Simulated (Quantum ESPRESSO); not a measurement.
# CaSe (Fm-3m) in Quantum ESPRESSO: settings compared

One crystal, CaSe, is run at these levels: PBEsol, LDA; tasks: band structure.

Everything below comes from runs of Quantum ESPRESSO 7.5. Logs are shortened: lines on timing, memory, paths and dates and some standing lists are left out, and cuts for length are marked.

**The experiment to reproduce.**

From a printed reference work, monograph, original work of 1988, for a bulk crystal of CaSe at 2 K: band gap 3.85 eV (indirect).

The runs below are set against these values where they give the same quantity.

## 1. The structure

The structure is cubic, space group Fm-3m (No. 225). Conventional cell: a = 5.912 Å, b = 5.912 Å, c = 5.912 Å, α = 90.00°, β = 90.00°, γ = 90.00°. Se (site symmetry m-3m) has 6 Ca at 2.96 Å as nearest neighbours. Ca (site symmetry m-3m) has 6 Se at 2.96 Å as nearest neighbours.

## 2. Band structure, PBEsol

Input file pw.in:

```
&CONTROL
  calculation = 'scf'
  prefix = 'pwscf'
  outdir = './tmp'
  pseudo_dir = './pseudo'
  tprnfor = .true.
  tstress = .true.
  disk_io = 'low'
/
&SYSTEM
  ibrav = 0
  nat = 2
  ntyp = 2
  ecutwfc = 45
  ecutrho = 360
  nbnd = 14
  occupations = 'smearing'
  smearing = 'fd'
  degauss = 0.00367493
/
&ELECTRONS
  conv_thr = 4d-10
  electron_maxstep = 120
  mixing_beta = 0.5
/
ATOMIC_SPECIES
Se    78.9710 se_pbesol_v1.uspp.F.UPF
Ca    40.0780 ca_pbesol_v1.uspp.F.UPF
CELL_PARAMETERS angstrom
   0.0000000000    2.9560000000    2.9560000000
   2.9560000000    0.0000000000    2.9560000000
   2.9560000000    2.9560000000    0.0000000000
ATOMIC_POSITIONS crystal
Se     0.5000000000    0.5000000000    0.5000000000
Ca     0.0000000000    0.0000000000    0.0000000000
K_POINTS automatic
8 8 8 0 0 0
```

Input file bands.in:

```
&CONTROL
  calculation = 'bands'
  prefix = 'pwscf'
  outdir = './tmp'
  pseudo_dir = './pseudo'
  disk_io = 'low'
  verbosity = 'high'
/
&SYSTEM
  ibrav = 0
  nat = 2
  ntyp = 2
  ecutwfc = 45
  ecutrho = 360
  nbnd = 14
  occupations = 'smearing'
  smearing = 'fd'
  degauss = 0.00367493
/
&ELECTRONS
  conv_thr = 1d-08
  electron_maxstep = 120
  mixing_beta = 0.5
  diago_full_acc = .true.
  startingwfc = 'random'
/
ATOMIC_SPECIES
Se    78.9710 se_pbesol_v1.uspp.F.UPF
Ca    40.0780 ca_pbesol_v1.uspp.F.UPF
CELL_PARAMETERS angstrom
   0.0000000000    2.9560000000    2.9560000000
   2.9560000000    0.0000000000    2.9560000000
   2.9560000000    2.9560000000    0.0000000000
ATOMIC_POSITIONS crystal
Se     0.5000000000    0.5000000000    0.5000000000
Ca     0.0000000000    0.0000000000    0.0000000000
K_POINTS crystal
60
 0.0000000000  0.0000000000  0.0000000000 1
 0.0625000000  0.0000000000  0.0625000000 1
 0.1250000000  0.0000000000  0.1250000000 1
 0.1875000000  0.0000000000  0.1875000000 1
 0.2500000000  0.0000000000  0.2500000000 1
 0.3125000000  0.0000000000  0.3125000000 1
 0.3750000000  0.0000000000  0.3750000000 1
 0.4375000000  0.0000000000  0.4375000000 1
 0.5000000000  0.0000000000  0.5000000000 1
 0.5000000000  0.0625000000  0.5625000000 1
 0.5000000000  0.1250000000  0.6250000000 1
 0.5000000000  0.1875000000  0.6875000000 1
 0.5000000000  0.2500000000  0.7500000000 1
 0.4375000000  0.3125000000  0.7500000000 1
 0.3750000000  0.3750000000  0.7500000000 1
 0.3375000000  0.3375000000  0.6750000000 1
 0.3000000000  0.3000000000  0.6000000000 1
 0.2625000000  0.2625000000  0.5250000000 1
 0.2250000000  0.2250000000  0.4500000000 1
 0.1875000000  0.1875000000  0.3750000000 1
 0.1500000000  0.1500000000  0.3000000000 1
 0.1125000000  0.1125000000  0.2250000000 1
 0.0750000000  0.0750000000  0.1500000000 1
 0.0375000000  0.0375000000  0.0750000000 1
 0.0000000000  0.0000000000  0.0000000000 1
 0.0625000000  0.0625000000  0.0625000000 1
 0.1250000000  0.1250000000  0.1250000000 1
 0.1875000000  0.1875000000  0.1875000000 1
 0.2500000000  0.2500000000  0.2500000000 1
 0.3125000000  0.3125000000  0.3125000000 1
 0.3750000000  0.3750000000  0.3750000000 1
 0.4375000000  0.4375000000  0.4375000000 1
 0.5000000000  0.5000000000  0.5000000000 1
 0.5250000000  0.4500000000  0.5250000000 1
 0.5500000000  0.4000000000  0.5500000000 1
 0.5750000000  0.3500000000  0.5750000000 1
 0.6000000000  0.3000000000  0.6000000000 1
 0.6250000000  0.2500000000  0.6250000000 1
 0.5833333333  0.2500000000  0.6666666667 1
 0.5416666667  0.2500000000  0.7083333333 1
 0.5000000000  0.2500000000  0.7500000000 1
 0.5000000000  0.2857142857  0.7142857143 1
 0.5000000000  0.3214285714  0.6785714286 1
 0.5000000000  0.3571428571  0.6428571429 1
 0.5000000000  0.3928571429  0.6071428571 1
 0.5000000000  0.4285714286  0.5714285714 1
 0.5000000000  0.4642857143  0.5357142857 1
 0.5000000000  0.5000000000  0.5000000000 1
 0.4821428571  0.4821428571  0.5357142857 1
 0.4642857143  0.4642857143  0.5714285714 1
 0.4464285714  0.4464285714  0.6071428571 1
 0.4285714286  0.4285714286  0.6428571429 1
 0.4107142857  0.4107142857  0.6785714286 1
 0.3928571429  0.3928571429  0.7142857143 1
 0.3750000000  0.3750000000  0.7500000000 1
 0.6250000000  0.2500000000  0.6250000000 1
 0.5937500000  0.1875000000  0.5937500000 1
 0.5625000000  0.1250000000  0.5625000000 1
 0.5312500000  0.0625000000  0.5312500000 1
 0.5000000000  0.0000000000  0.5000000000 1
```

Potentials or basis: GBRV 1.5 PBEsol.

On the command line:

```
$ OMP_NUM_THREADS=1 mpirun -n 2 pw.x -nk 2 -in pw.in > pw.out
$ OMP_NUM_THREADS=1 mpirun -n 2 pw.x -nk 2 -in bands.in > bands.out
```

pw.out:

```text
This program is part of the open-source Quantum ESPRESSO suite
     for quantum simulation of materials; please cite
         "P. Giannozzi et al., J. Phys.:Condens. Matter 21 395502 (2009);
         "P. Giannozzi et al., J. Phys.:Condens. Matter 29 465901 (2017);
         "P. Giannozzi et al., J. Chem. Phys. 152 154105 (2020);
     in publications or presentations arising from this work. More details at

     Message from routine setup:
     using ibrav=0 with symmetry is DISCOURAGED, use correct ibrav instead

     K-points division:     npool     =       2
     Subspace diagonalization in iterative solution of the eigenvalue problem:
     a serial algorithm will be used

     G-vector sticks info
     --------------------
     sticks:   dense  smooth     PW     G-vecs:    dense   smooth      PW
     Sum        1531     769    241                39957    14211    2421

     Using Slab Decomposition

     bravais-lattice index     =            0
     lattice parameter (alat)  =       7.8998  a.u.
     unit-cell volume          =     348.6100 (a.u.)^3
     number of atoms/cell      =            2
     number of atomic types    =            2
     number of electrons       =        16.00
     number of Kohn-Sham states=           14
     kinetic-energy cutoff     =      45.0000  Ry
     charge density cutoff     =     360.0000  Ry
     scf convergence threshold =      4.0E-10
     mixing beta               =       0.5000
     number of iterations used =            8  plain     mixing
     Exchange-correlation= SLA  PW   PSX  PSC
                           (   1   4  10   8   0   0   0)

     celldm(1)=   7.899840  celldm(2)=   0.000000  celldm(3)=   0.000000
     celldm(4)=   0.000000  celldm(5)=   0.000000  celldm(6)=   0.000000

     crystal axes: (cart. coord. in units of alat)
               a(1) = (   0.000000   0.707107   0.707107 )
               a(2) = (   0.707107   0.000000   0.707107 )
               a(3) = (   0.707107   0.707107   0.000000 )

     reciprocal axes: (cart. coord. in units 2 pi/alat)
               b(1) = ( -0.707107  0.707107  0.707107 )
               b(2) = (  0.707107 -0.707107  0.707107 )
               b(3) = (  0.707107  0.707107 -0.707107 )

     PseudoPot. # 1 for Se read from file:
     se_pbesol_v1.uspp.F.UPF
     Pseudo is Ultrasoft + core correction, Zval =  6.0
     Generated by new atomic code, or converted to UPF format
     Using radial grid of  877 points,  6 beta functions with:
                l(1) =   0
                l(2) =   0
                l(3) =   1
                l(4) =   1
                l(5) =   2
                l(6) =   2
     Q(r) pseudized with  8 coefficients,  rinner =    1.300   1.300   1.300
                                                       1.300   1.300

     PseudoPot. # 2 for Ca read from file:
     ca_pbesol_v1.uspp.F.UPF
     Pseudo is Ultrasoft + core correction, Zval = 10.0
     Generated by new atomic code, or converted to UPF format
     Using radial grid of  845 points,  6 beta functions with:
                l(1) =   0
                l(2) =   0
                l(3) =   1
                l(4) =   1
                l(5) =   2
                l(6) =   2
     Q(r) pseudized with  8 coefficients,  rinner =    1.500   1.500   1.500
                                                       1.500   1.500

     atomic species   valence    mass     pseudopotential
     Se                6.00    78.97100     Se( 1.00)
     Ca               10.00    40.07800     Ca( 1.00)

     48 Sym. Ops., with inversion, found

   Cartesian axes

     site n.     atom                  positions (alat units)
         1        Se     tau(   1) = (   0.7071068   0.7071068   0.7071068  )
         2        Ca     tau(   2) = (   0.0000000   0.0000000   0.0000000  )

     number of k points=    29  Fermi-Dirac smearing, width (Ry)=  0.0037
                       cart. coord. in units 2pi/alat
        k(    1) = (   0.0000000   0.0000000   0.0000000), wk =   0.0039062
        k(    2) = (   0.0883883   0.0883883  -0.0883883), wk =   0.0312500
        k(    3) = (   0.1767767   0.1767767  -0.1767767), wk =   0.0312500
        k(    4) = (   0.2651650   0.2651650  -0.2651650), wk =   0.0312500
        k(    5) = (  -0.3535534  -0.3535534   0.3535534), wk =   0.0156250
        k(    6) = (   0.1767767   0.0000000   0.0000000), wk =   0.0234375
[... 21 lines left out ...]
        k(   28) = (  -0.7071068   0.1767767  -0.0000000), wk =   0.0468750
        k(   29) = (  -0.7071068   0.3535534   0.0000000), wk =   0.0234375

     Dense  grid:    39957 G-vectors     FFT dimensions: (  48,  48,  48)

     Smooth grid:    14211 G-vectors     FFT dimensions: (  36,  36,  36)

     Initial potential from superposition of free atoms

     starting charge      15.9948, renormalised to      16.0000
     Starting wfcs are   14 randomized atomic wfcs

     Self-consistent Calculation

     iteration #  1     ecut=    45.00 Ry     beta= 0.50
     Davidson diagonalization with overlap
     ethr =  1.00E-02,  avg # of iterations =  3.2

     Threshold (ethr) on eigenvalues was too large:
     Diagonalizing with lowered threshold

     Davidson diagonalization with overlap
     ethr =  2.52E-04,  avg # of iterations =  2.9

     total energy              =    -118.44210216 Ry
     estimated scf accuracy    <       0.03791555 Ry

     iteration #  2     ecut=    45.00 Ry     beta= 0.50
     Davidson diagonalization with overlap
     ethr =  2.37E-04,  avg # of iterations =  2.0
[... 36 lines left out ...]
     total energy              =    -118.44898278 Ry
     estimated scf accuracy    <          7.2E-09 Ry

     iteration #  8     ecut=    45.00 Ry     beta= 0.50
     Davidson diagonalization with overlap
     ethr =  4.52E-11,  avg # of iterations =  2.3

     End of self-consistent calculation

          k = 0.0000 0.0000 0.0000 (  1807 PWs)   bands (ev):

   -33.6212 -14.6923 -14.6923 -14.6923  -5.8966   5.9340   5.9340   5.9340
     9.1255   9.5868   9.5868   9.5868  10.1884  10.1884

          k = 0.0884 0.0884-0.0884 (  1790 PWs)   bands (ev):

   -33.6201 -14.7103 -14.6935 -14.6935  -5.8025   5.1435   5.6904   5.6904
     9.4518   9.8024   9.8024  10.1587  10.5983  10.5983

          k = 0.1768 0.1768-0.1768 (  1799 PWs)   bands (ev):
[... 6 lines left out ...]
   -33.6151 -14.7947 -14.6993 -14.6993  -5.3046   2.9454   4.8571   4.8571
     9.9250  11.0180  11.0180  11.8634  12.7102  12.7103

          k =-0.3536-0.3536 0.3536 (  1772 PWs)   bands (ev):

   -33.6141 -14.8117 -14.7005 -14.7005  -5.1898   2.5964   4.7235   4.7235
    10.3135  11.3864  11.4263  11.4264  13.4785  13.4785

          k = 0.1768 0.0000 0.0000 (  1796 PWs)   bands (ev):

   -33.6198 -14.7088 -14.6973 -14.6973  -5.7771   4.9192   5.6969   5.6969
     9.2376   9.7176  10.1451  10.1451  10.2912  11.3742

          k = 0.2652 0.0884-0.0884 (  1792 PWs)   bands (ev):

   -33.6178 -14.7395 -14.7021 -14.6996  -5.6018   4.0780   5.2652   5.3729
     9.1980  10.2026  10.5115  10.9017  10.9566  12.5979

          k = 0.3536 0.1768-0.1768 (  1774 PWs)   bands (ev):
[... 11 lines left out ...]
   -33.6141 -14.7970 -14.7122 -14.7005  -5.2385   2.8813   4.6047   4.7535
    10.2501  11.0569  11.3396  11.7614  12.2103  13.4468

          k =-0.0884-0.2652 0.2652 (  1783 PWs)   bands (ev):

   -33.6161 -14.7670 -14.7103 -14.6958  -5.4345   3.4941   4.9317   4.9795
     9.8917  10.3983  11.0070  11.0496  12.1838  12.6850

          k = 0.0000-0.1768 0.1768 (  1797 PWs)   bands (ev):

   -33.6186 -14.7308 -14.7027 -14.6929  -5.6659   4.3920   5.3587   5.4146
     9.7865   9.9197  10.0287  10.4003  11.5018  11.5151

          k = 0.3536 0.0000 0.0000 (  1812 PWs)   bands (ev):

   -33.6165 -14.7430 -14.7095 -14.7095  -5.5297   3.7825   5.3107   5.3107
     8.5726  10.3256  10.5546  11.2420  11.2420  13.8848

          k = 0.4419 0.0884-0.0884 (  1772 PWs)   bands (ev):

   -33.6145 -14.7650 -14.7164 -14.7142  -5.3863   3.4323   4.8723   5.0825
     8.6501  10.9429  10.9508  11.6778  11.6863  13.3440

          k =-0.1768-0.5303 0.5303 (  1776 PWs)   bands (ev):

   -33.6129 -14.7810 -14.7279 -14.7136  -5.2520   3.2398   4.3047   4.8476
     9.2586  11.5563  11.6237  11.8410  11.8689  12.6972

          k =-0.0884-0.4419 0.4419 (  1774 PWs)   bands (ev):

   -33.6128 -14.7816 -14.7376 -14.7080  -5.2089   3.1874   4.1035   4.7323
    10.1931  11.0153  11.3000  11.6871  12.7656  12.7877

          k = 0.0000-0.3536 0.3536 (  1780 PWs)   bands (ev):

   -33.6141 -14.7753 -14.7309 -14.7006  -5.2861   3.2461   4.4021   4.7844
    10.6440  10.7707  10.8999  11.3104  12.2033  13.4357

          k = 0.5303-0.0000 0.0000 (  1760 PWs)   bands (ev):

   -33.6132 -14.7695 -14.7217 -14.7217  -5.3566   3.3762   5.0629   5.0629
     8.0522  10.8439  10.8949  11.8871  11.8871  12.4822

          k =-0.0884-0.6187 0.6187 (  1766 PWs)   bands (ev):

   -33.6121 -14.7739 -14.7323 -14.7229  -5.2940   3.4076   4.6137   4.9436
     8.3189  11.1820  11.3640  11.8470  11.8913  12.0234

          k = 0.0000-0.5303 0.5303 (  1780 PWs)   bands (ev):

   -33.6120 -14.7635 -14.7545 -14.7172  -5.2329   3.6376   3.8484   4.8068
     9.1308  11.5882  11.6421  11.6426  11.8787  12.4671

          k =-0.7071 0.0000 0.0000 (  1772 PWs)   bands (ev):

   -33.6118 -14.7783 -14.7267 -14.7267  -5.3110   3.3710   4.9858   4.9858
     7.8637  10.8841  10.9729  11.9620  11.9770  11.9770

          k = 0.3536 0.1768 0.0000 (  1779 PWs)   bands (ev):

   -33.6158 -14.7591 -14.7157 -14.7016  -5.4425   3.5768   4.9556   5.0188
     9.2826  10.5609  11.0748  11.0840  11.7446  13.4651

          k =-0.2652-0.4419 0.6187 (  1776 PWs)   bands (ev):

   -33.6138 -14.7801 -14.7247 -14.7066  -5.2759   3.1986   4.4729   4.7729
     9.7551  11.1067  11.4147  11.5847  12.0155  13.6674

          k =-0.1768-0.3536 0.5303 (  1776 PWs)   bands (ev):
[... 6 lines left out ...]
   -33.6130 -14.7714 -14.7288 -14.7191  -5.2983   3.3786   4.6503   4.7463
     8.8387  10.9763  11.6209  11.8196  11.8483  12.5733

          k =-0.0884-0.4419 0.6187 (  1777 PWs)   bands (ev):

   -33.6121 -14.7689 -14.7431 -14.7218  -5.2289   3.5153   4.0764   4.5976
     9.5295  11.0328  11.4192  11.8164  11.9217  13.2119

          k = 0.0000-0.3536 0.5303 (  1773 PWs)   bands (ev):

   -33.6125 -14.7696 -14.7461 -14.7149  -5.2191   3.4200   4.0362   4.6061
    10.3975  10.4390  11.2742  11.7480  12.2062  13.7108

          k =-0.7071 0.1768-0.0000 (  1774 PWs)   bands (ev):

   -33.6118 -14.7707 -14.7342 -14.7302  -5.2658   3.5059   4.5504   4.5795
     8.6791  11.0242  11.5987  11.7593  11.9800  12.1757

          k =-0.7071 0.3536 0.0000 (  1768 PWs)   bands (ev):

   -33.6118 -14.7524 -14.7524 -14.7337  -5.2196   3.9151   3.9151   4.2342
    10.2843  10.2843  11.1404  11.6682  11.9830  14.5431

     the Fermi energy is     6.8811 ev

!    total energy              =    -118.44898278 Ry
     estimated scf accuracy    <          8.5E-11 Ry
     smearing contrib. (-TS)   =      -0.00000000 Ry
     internal energy E=F+TS    =    -118.44898278 Ry

     The total energy is F=E-TS. E is the sum of the following terms:
     one-electron contribution =     -29.01238299 Ry
     hartree contribution      =      19.36526309 Ry
     xc contribution           =     -41.28440138 Ry
     ewald contribution        =     -67.51746150 Ry

     convergence has been achieved in   8 iterations

     Forces acting on atoms (cartesian axes, Ry/au):

     atom    1 type  1   force =    -0.00000000    0.00000000    0.00000000
     atom    2 type  2   force =    -0.00000000   -0.00000000   -0.00000000

     Total force =     0.000000     Total SCF correction =     0.000000

     Computing stress (Cartesian axis) and pressure

          total   stress  (Ry/bohr**3)                   (kbar)     P=      -11.14
  -0.00007570   0.00000000   0.00000000          -11.14        0.00        0.00
   0.00000000  -0.00007570  -0.00000000            0.00      -11.14       -0.00
   0.00000000  -0.00000000  -0.00007570            0.00       -0.00      -11.14

=------------------------------------------------------------------------------=
   JOB DONE.
=------------------------------------------------------------------------------=
```

Run time: 22 s. Hardware: 2 MPI ranks of Intel Xeon 6975P-C (Granite Rapids), shared host; peak memory 0.26 GiB.

What came out:

```yaml
Free_energy: -1611.5805 eV
Pressure: -1.1 GPa
Band_gap_on_the_k_mesh: 1.93 eV, indirect (least direct gap 2.88 eV)
Band_gap_along_the_path: 1.93 eV, indirect (least direct gap 2.88 eV)
```

Levels at the corners of the path, in eV from the valence-band top:
| point | band 6 | band 7 | band 8 | band 9 | band 10 | band 11 |
| --- | --- | --- | --- | --- | --- | --- |
| Γ | 0.00 | 0.00 | 0.00 | 3.19 | 3.65 | 3.65 |
| X | -2.56 | -0.95 | -0.95 | 1.93 | 4.95 | 5.04 |
| W | -2.02 | -2.02 | -1.70 | 4.35 | 4.35 | 5.21 |
| K | -2.30 | -2.09 | -1.13 | 3.20 | 5.65 | 5.71 |
| Γ | 0.00 | 0.00 | 0.00 | 3.19 | 3.65 | 3.65 |
| L | -3.34 | -1.21 | -1.21 | 4.38 | 5.45 | 5.49 |
| U | -2.30 | -2.09 | -1.13 | 3.20 | 5.65 | 5.71 |
| W | -2.02 | -2.02 | -1.70 | 4.35 | 4.35 | 5.21 |
| L | -3.34 | -1.21 | -1.21 | 4.38 | 5.45 | 5.49 |
| K | -2.30 | -2.09 | -1.13 | 3.20 | 5.65 | 5.71 |
| U | -2.30 | -2.09 | -1.13 | 3.20 | 5.65 | 5.71 |
| X | -2.56 | -0.95 | -0.95 | 1.93 | 4.95 | 5.04 |

(Part 1 of 2 ends here.)
